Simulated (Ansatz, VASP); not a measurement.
Given: the input of a run of Ansatz 0.2.0 on Si.

File input.yaml:

```yaml
crystal:
  lattice:
    - [0.0, 2.7218511865, 2.7218511865]
    - [2.7218511865, 0.0, 2.7218511865]
    - [2.7218511865, 2.7218511865, 0.0]
  atoms:
    - { symbol: Si, position: [0.5, 0.5, 0.5] }
    - { symbol: Si, position: [0.75, 0.75, 0.75] }
kpoints:
  mp_grid: { grid: [4, 4, 4] }
scf:
  occupations: { method: fermi_dirac, width: 0.05 }
hamiltonian:
  xc: { exchange: pbe, correlation: pbe, exx: { coeff: 0.25 } }
  pseudopotentials: { kind: all_electron, datasets: crystal }
output:
  forces: true
  stress: true
```

Potentials or basis: all-electron PAW datasets made for the crystal.

Command:

```sh
$ ansatz run input.yaml --threads 1 --pin off --max-ram 3072MiB --backend cpu --events-out ev --progress --plain --runs-dir out
```

Q: Set up the same calculation for VASP 6.6.1. Potentials there: VASP PAW PBE potentials, release 64 (Si).

A: As run (the cutoff follows the program's own potentials):

File POSCAR:

```
Si
1.0
    0.0000000000      2.7218511865      2.7218511865
    2.7218511865      0.0000000000      2.7218511865
    2.7218511865      2.7218511865      0.0000000000
Si
2
Direct
    0.5000000000      0.5000000000      0.5000000000
    0.7500000000      0.7500000000      0.7500000000
```

File INCAR.step1:

```
SYSTEM = Si
ALGO = Normal
EDIFF = 1E-5
ENCUT = 520
GGA = PE
ISIF = 2
ISMEAR = -1
LASPH = .True.
LCHARG = .False.
LREAL = .False.
LWAVE = .True.
NBANDS = 11
NELM = 80
PREC = Accurate
SIGMA = 0.05
```

Contents of INCAR.step2:

```
SYSTEM = Si
AEXX = 0.25
ALGO = Normal
EDIFF = 1E-7
ENCUT = 520
GGA = PE
ISIF = 2
ISMEAR = -1
ISTART = 1
LASPH = .True.
LCHARG = .False.
LHFCALC = .True.
LREAL = .False.
LWAVE = .False.
NBANDS = 11
NELM = 80
PREC = Accurate
PRECFOCK = Normal
SIGMA = 0.05
```

KPOINTS

```
k-points
0
Gamma
  4 4 4
  0 0 0
```

Potentials or basis: VASP PAW PBE potentials, release 64 (Si).

The run is started by

```bash
$ cat potpaw_PBE.64/Si/POTCAR > POTCAR
$ cp INCAR.step1 INCAR
$ mpirun -np 1 vasp_std > vasp.out
$ cp INCAR.step2 INCAR
$ mpirun -np 1 vasp_std > vasp.out
```

Both were run:

|  | VASP | Ansatz | Ansatz less VASP |
| --- | --- | --- | --- |
| gap on the k mesh at the Fermi level (eV) | 2.07 | 2.01 | -0.060 |
| least direct gap on the mesh (eV) | 4.09 | 4.03 | -0.063 |
| pressure (GPa) | -0.2 | 0.2 | +0.38 |

Ansatz ran all-electron here, so the differences hold the error of VASP's frozen core and of both bases.

Caveats: the k mesh is coarse (spacing up to 0.50 Å⁻¹), so the values aren't converged (VASP); the PAW data sets were made with another functional, which shifts forces and pressure a little (VASP); the k mesh is coarse (spacing up to 0.50 Å⁻¹), so the values aren't converged, least of all with exact exchange (Ansatz). A k mesh can miss the band edges.
